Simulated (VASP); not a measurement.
# GaN (Fm-3m) in VASP: notebook

The runs below take GaN through G0W0 quasiparticle levels, with PBE.

Program: VASP 6.6.1. These are calculated values, not measurements. Logs are shortened: lines on timing, memory, paths and dates and some standing lists are left out, and cuts for length are marked.

## Step 1: The crystal as given

Symmetry: Fm-3m, No. 225, cubic system. The conventional cell has a = 4.270 Å, b = 4.270 Å, c = 4.270 Å, α = 90.00°, β = 90.00°, γ = 90.00°. Ga (site symmetry m-3m) is surrounded by 6 N at 2.14 Å. N (site symmetry m-3m) has 6 Ga at 2.14 Å as nearest neighbours.

Measurements of this composition are mostly on another form, of space group No. 186.

## Step 2: G0W0 quasiparticle levels, PBE

Contents of POSCAR:

```
GaN
1.0
    0.0000000000      2.1352350000      2.1352350000
    2.1352350000      0.0000000000      2.1352350000
    2.1352350000      2.1352350000      0.0000000000
Ga N
1 1
Direct
    0.0000000000      0.0000000000      0.0000000000
    0.5000000000      0.5000000000      0.5000000000
```

Contents of INCAR.step1:

```
SYSTEM = GaN
PREC     = Accurate       ! precision mode
ENCUT    = 450            ! plane-wave cutoff, eV
EDIFF    = 1E-8           ! SCF threshold, eV
ISMEAR   = 0              ! smearing method
SIGMA    = 0.01           ! smearing width, eV
LREAL    = .False.        ! projectors in reciprocal space
LASPH    = .True.         ! aspherical terms in the spheres
NELM     = 60             ! most SCF steps
ALGO     = Normal         ! electronic algorithm
LWAVE    = .True.         ! write WAVECAR
LCHARG   = .False.        ! write CHGCAR
GGA      = PE             ! functional
```

Contents of INCAR.step2:

```
SYSTEM = GaN
PREC     = Accurate       ! precision mode
ENCUT    = 450            ! plane-wave cutoff, eV
EDIFF    = 1E-8           ! SCF threshold, eV
ISMEAR   = 0              ! smearing method
SIGMA    = 0.01           ! smearing width, eV
LREAL    = .False.        ! projectors in reciprocal space
LASPH    = .True.         ! aspherical terms in the spheres
NELM     = 1              ! most SCF steps
ALGO     = Exact          ! electronic algorithm
LWAVE    = .True.         ! write WAVECAR
LCHARG   = .False.        ! write CHGCAR
GGA      = PE             ! functional
NBANDS   = 32             ! bands
LOPTICS  = .True.         ! frequency-dependent dielectric function
ISTART   = 1
```

Contents of INCAR.step3:

```
SYSTEM = GaN
PREC     = Accurate       ! precision mode
ENCUT    = 450            ! plane-wave cutoff, eV
EDIFF    = 1E-8           ! SCF threshold, eV
ISMEAR   = 0              ! smearing method
SIGMA    = 0.01           ! smearing width, eV
LREAL    = .False.        ! projectors in reciprocal space
LASPH    = .True.         ! aspherical terms in the spheres
ALGO     = EVGW0          ! electronic algorithm
LWAVE    = .False.        ! write WAVECAR
LCHARG   = .False.        ! write CHGCAR
GGA      = PE             ! functional
NELMGW   = 1            
NBANDS   = 32             ! bands
ENCUTGW  = 100            ! cutoff of the response function
NOMEGA   = 48             ! frequency points
PRECFOCK = Fast         
ISTART   = 1            
NBANDSGW = 17
```

Contents of KPOINTS:

```
regular mesh
0
Gamma
  5 5 5
  0 0 0
```

Potentials or basis: VASP PAW PBE potentials, release 64 (Ga_d_GW, N_GW).

Started as:

```console
$ cat potpaw_PBE.64/Ga_d_GW/POTCAR potpaw_PBE.64/N_GW/POTCAR > POTCAR
$ cp INCAR.step1 INCAR
$ mpirun -np 1 vasp_std > vasp.out
$ cp INCAR.step2 INCAR
$ mpirun -np 1 vasp_std > vasp.out
$ cp INCAR.step3 INCAR
$ mpirun -np 1 vasp_std > vasp.out
```

OUTCAR:

```text
SYSTEM = GaN
   PREC = Accurate
   ENCUT = 450
   EDIFF = 1E-8
   ISMEAR = 0
   LREAL = .False.
   LASPH = .True.
   GGA = PE
   NELMGW = 1
   ENCUTGW = 100
   PRECFOCK = Fast
   ISTART = 1

 Found     10 irreducible k-points:

 Following reciprocal coordinates:
            Coordinates               Weight
  0.000000  0.000000  0.000000      1.000000
  0.200000  0.000000  0.000000      8.000000
  0.400000  0.000000  0.000000      8.000000
  0.200000  0.200000  0.000000      6.000000
  0.400000  0.200000  0.000000     24.000000
 -0.400000  0.200000  0.000000     24.000000
   k-points           NKPTS =     10   k-points in BZ     NKDIM =    125   number of bands    NBANDS=     32
   number of dos      NEDOS =    301   number of ions     NIONS =      2
   total plane-waves  NPLWV =  13824
   dimension x,y,z NGX =    24 NGY =   24 NGZ =   24
   dimension x,y,z NGXF=    48 NGYF=   48 NGZF=   48
   ions per type =               1   1
   NGX,Y,Z   is equivalent  to a cutoff of  13.21, 13.21, 13.21 a.u.
   NGXF,Y,Z  is equivalent  to a cutoff of  26.43, 26.43, 26.43 a.u.
 SYSTEM =  GaN
   PREC   = accura    normal or accurate (medium, high low for compatibility)
   ISTART =      1    job   : 0-new  1-cont  2-samecut
   ICHARG =      0    charge: 1-file 2-atom 10-const
   ISPIN  =      1    spin polarized calculation?
   LNONCOLLINEAR =      F non collinear calculations
   LSORBIT =      F    spin-orbit coupling
   LASPH  =      T    aspherical Exc in radial PAW
   ENCUT  =  450.0 eV  33.07 Ry    5.75 a.u.   5.22  5.22  5.22*2*pi/ulx,y,z
   NELM   =     60;   NELMIN=  2; NELMDL=  0     # of ELM steps
   EDIFF  = 0.1E-07   stopping-criterion for ELM
   LREAL  =      F    real-space projection
   EDIFFG = 0.1E-06   stopping-criterion for IOM
   NSW    =      0    number of steps for IOM
   IBRION =     -1    ionic relax: 0-MD 1-quasi-New 2-CG
   NFREE  =      0    steps in history (QN), initial steepest desc. (CG)
   ISIF   =      0    stress and relaxation
   ISYM   =      3    0-nonsym 1-usesym 2-fastsym
   POTIM  = 0.5000    time-step for ionic-motion
   TEBEG  =    0.0;   TEEND  =   0.0 temperature during run
   PSTRESS=    0.0 pullay stress
   NELECT =      18.0000    total number of electrons
   NUPDOWN=      -1.0000    fix difference up-down
   EMIN   =  10.00;   EMAX   =-10.00  energy-range for DOS
   EFERMI =   0.00;   METHOD = LEGACY
   ISMEAR =     0;   SIGMA  =   0.01  broadening in eV -4-tet -1-fermi 0-gaus
   EFERMI_NEDOS =   21; number of points for ismear=-14 and -15
   IALGO  =     38    algorithm
   IMIX   =      4    mixing-type and parameters
     AMIX     =   0.40;   BMIX     =  1.00
     AMIX_MAG =   1.60;   BMIX_MAG =  1.00
  volume/ion in A,a.u.               =       9.74        65.70
  Fermi-wavevector in a.u.,A,eV,Ry     =   1.594814  3.013761 34.605481  2.543431
  Thomas-Fermi vector in A             =   2.692830
   LORBIT       =      0    0 simple, 1 ext, 2 COOP (PROOUT), +10 PAW based schemes
   GGA     = PE    functional components
   LHFCALC =     T    Hartree Fock is set to
   PRECFOCK=fast      Normal, Fast or Accurate (Low or Medium for compatibility)
   ENCUT4O =  -1.0   cutoff for four orbital integrals eV
   NKREDX  =     1    reduce k-point grid by
   NKREDY  =     1    reduce k-point grid by
   NKREDZ  =     1    reduce k-point grid by
   AEXX    =    1.0000 exact exchange contribution
   HFSCREEN=    0.0000 screening length (either q_TF or 0.3 A-1)
   HFSCREENC=   0.0000 screening length for correlation (either q_TF or 0.3 A-1)
   ENCUTFOCK=  -1.0 apply spherical cutoff to Coloumb kernel
   IVDW    =     0    specifies the selected vdW correction
   LEPSILON=     F    determine dielectric tensor
   LRPA    =     F    only Hartree local field effects (RPA)
   LRPAFORCE           =     F    calculate RPA forces
   ENCUTGW             = 100.0    cutoff for response function in eV
   ENCUTGWSOFT         =  80.0    soft cutoff for Coulomb kernel in GW response function in eV
   ENCUTLF             =  -1.0    cutoff for local field effects
   NELMGW              =     1    number of iterations in solving QP/BSE equation
   NELMHF              =     1    number of iterations in the inner HF iteration
   NKREDLFX            =     1    NKREDLFY  =   1   NKREDLFZ  =   1
 non-spin polarized calculation
 Gauss-broadening in eV      SIGMA  =   0.01
  energy-cutoff  :      450.00
  volume of cell :       19.47
 maximum number of plane-waves:       432
 NGX is ok and might be reduce to    24
  NGX = 14; NGY = 14; NGZ = 14
   NGX = 11   NGY = 11   NGZ = 11
 maximum number of plane-waves:        59
 NGX is ok and might be reduce to    14

 QP shifts <psi_nk| G(iteration)W_0 |psi_nk>: iteration 1
 for sc-GW calculations column KS-energies equals QP-energies in previous step
 and V_xc(KS)=  KS-energies - (<T + V_ion + V_H > + <T+V_H+V_ion>^1  + <V_x>^1)

 k-point   1 :       0.0000    0.0000    0.0000
  band No.  KS-energies  QP-energies   sigma(KS)   V_xc(KS)     V^pw_x(r,r')   Z            occupation Imag(sigma)

      1      -9.6701     -10.2377     -15.3115     -14.4805     -24.2658       0.6831       2.0000       1.5002
      2      -6.7790     -10.0482     -26.1588     -21.6622     -35.0194       0.7270       2.0000       0.2521
      3      -6.7790     -10.0482     -26.1588     -21.6622     -35.0194       0.7270       2.0000       0.2521
      4      -6.7790     -10.0482     -26.1588     -21.6622     -35.0194       0.7270       2.0000       0.2521
      5      -6.6909     -10.0411     -26.4469     -21.8495     -35.4605       0.7287       2.0000       0.2950
      6      -6.6909     -10.0411     -26.4469     -21.8495     -35.4605       0.7287       2.0000       0.2950
[... 9 lines left out ...]
     16      22.6815      23.8150     -11.1331     -12.6184      -4.4839       0.7631       0.0000      -0.6347
     17      23.2784      23.7447      -8.5060      -9.0980      -2.4772       0.7877       0.0000      -0.3785

 k-point   2 :       0.2000    0.0000    0.0000
  band No.  KS-energies  QP-energies   sigma(KS)   V_xc(KS)     V^pw_x(r,r')   Z            occupation Imag(sigma)

      1      -8.9370      -9.4944     -15.5506     -14.7321     -24.3477       0.6810       2.0000       1.3997
      2      -6.8010     -10.0440     -26.0424     -21.5789     -34.8965       0.7266       2.0000       0.2615
      3      -6.7889     -10.0710     -26.1996     -21.6815     -35.1463       0.7264       2.0000       0.2838
      4      -6.7889     -10.0710     -26.1996     -21.6815     -35.1463       0.7264       2.0000       0.2838
      5      -6.6881     -10.0043     -26.3607     -21.8085     -35.3005       0.7285       2.0000       0.2725
      6      -6.6881     -10.0043     -26.3607     -21.8085     -35.3005       0.7285       2.0000       0.2725
[... 9 lines left out ...]
     16      23.9589      24.8372     -11.0529     -12.1552      -5.4743       0.7968       0.0000      -0.4502
     17      29.8646      30.7282      -9.6719     -10.7428      -3.3136       0.8064       0.0000      -0.8901

 k-point   3 :       0.4000    0.0000    0.0000
  band No.  KS-energies  QP-energies   sigma(KS)   V_xc(KS)     V^pw_x(r,r')   Z            occupation Imag(sigma)

      1      -7.2504      -8.3586     -18.3301     -16.7444     -26.8996       0.6988       2.0000       0.9964
      2      -6.8959     -10.1356     -26.0267     -21.5530     -35.0222       0.7242       2.0000       0.3152
      3      -6.8959     -10.1356     -26.0267     -21.5530     -35.0222       0.7242       2.0000       0.3152
      4      -6.8017      -9.3536     -23.7419     -20.1963     -32.5181       0.7198       2.0000       0.4885
      5      -6.5893      -9.9125     -26.4722     -21.9120     -35.3854       0.7287       2.0000       0.2579
      6      -6.5893      -9.9125     -26.4722     -21.9120     -35.3854       0.7287       2.0000       0.2579
[... 9 lines left out ...]
     16      27.9583      28.9560     -11.2902     -12.5585      -5.0020       0.7866       0.0000      -0.7981
     17      32.3018      33.5505     -10.2723     -11.8180      -3.5360       0.8079       0.0000      -1.2771

 k-point   4 :       0.2000    0.2000    0.0000
  band No.  KS-energies  QP-energies   sigma(KS)   V_xc(KS)     V^pw_x(r,r')   Z            occupation Imag(sigma)

      1      -8.8063      -9.4964     -16.1971     -15.1863     -25.0248       0.6827       2.0000       1.3196
      2      -6.8351     -10.0836     -26.0492     -21.5726     -34.9001       0.7257       2.0000       0.2547
      3      -6.7145      -9.8340     -25.5286     -21.2342     -34.4628       0.7264       2.0000       0.3704
      4      -6.7034      -9.9854     -26.2498     -21.7410     -35.1171       0.7279       2.0000       0.2524
      5      -6.7034      -9.9854     -26.2498     -21.7410     -35.1171       0.7279       2.0000       0.2524
      6      -6.6560     -10.0175     -26.4944     -21.8889     -35.5140       0.7299       2.0000       0.2942
[... 9 lines left out ...]
     16      28.0950      29.1910     -10.9545     -12.3287      -4.5828       0.7975       0.0000      -0.8961
     17      29.1653      30.3952     -11.7019     -13.2188      -6.0058       0.8109       0.0000      -0.7600

 k-point   5 :       0.4000    0.2000    0.0000
  band No.  KS-energies  QP-energies   sigma(KS)   V_xc(KS)     V^pw_x(r,r')   Z            occupation Imag(sigma)

      1      -8.0044      -9.5647     -20.0831     -17.8306     -29.0489       0.6927       2.0000       0.8928
      2      -6.8612     -10.0836     -25.9081     -21.4670     -34.7483       0.7256       2.0000       0.2660
      3      -6.7537     -10.0481     -26.2528     -21.7229     -35.2322       0.7273       2.0000       0.2957
      4      -6.7060      -9.9233     -25.9742     -21.5496     -34.8207       0.7271       2.0000       0.2787
      5      -6.5714      -9.9062     -26.5069     -21.9366     -35.4319       0.7297       2.0000       0.2606
      6      -6.0072      -8.2234     -22.5046     -19.4521     -31.0704       0.7260       2.0000       0.6120
[... 9 lines left out ...]
     16      30.0354      31.1597     -11.5369     -12.9532      -5.1110       0.7939       0.0000      -0.9977
     17      33.8646      35.2941     -10.1448     -11.8738      -3.6606       0.8267       0.0000      -1.2963

 k-point   6 :      -0.4000    0.2000    0.0000
  band No.  KS-energies  QP-energies   sigma(KS)   V_xc(KS)     V^pw_x(r,r')   Z            occupation Imag(sigma)

      1      -7.6426      -9.7475     -22.2670     -19.2672     -31.3173       0.7017       2.0000       0.6831
      2      -6.8632     -10.0303     -25.6698     -21.2999     -34.4870       0.7248       2.0000       0.2892
      3      -6.8399     -10.0991     -26.1189     -21.6241     -35.1381       0.7251       2.0000       0.3204
      4      -6.7168      -9.9457     -26.0376     -21.5951     -34.8868       0.7268       2.0000       0.2695
      5      -6.5836      -9.9015     -26.4611     -21.9096     -35.3582       0.7290       2.0000       0.2525
      6      -5.3545      -7.0253     -21.2254     -18.9198     -29.6857       0.7247       2.0000       0.7241
[... 9 lines left out ...]
     16      27.9082      28.8744     -10.7185     -11.9380      -4.6174       0.7923       0.0000      -0.7132
     17      33.6103      35.1040     -10.2978     -12.1260      -3.8590       0.8170       0.0000      -1.1872

 [... further k-points ...]
```

Wall time 32 s (1 thread of Intel Xeon 6975P-C (Granite Rapids), shared host); peak memory 0.18 GiB.

These settings aren't checked as converged: the numbers below hold their error.

What came out:

```
Band gap on the k mesh, mean-field level : 1.13 eV, indirect (least direct gap 2.35 eV)
Quasiparticle gap                        : 1.98 eV
Least direct quasiparticle gap           : 3.26 eV
```

Caveat: the k mesh is coarse (spacing up to 0.51 Å⁻¹), so the values aren't converged; bands, screening cutoff and mesh are small and nothing is extrapolated, so the quasiparticle values aren't converged; an odd mesh through Γ misses points on the zone boundary, where band edges often lie.

(Part 1 of 2 ends here.)
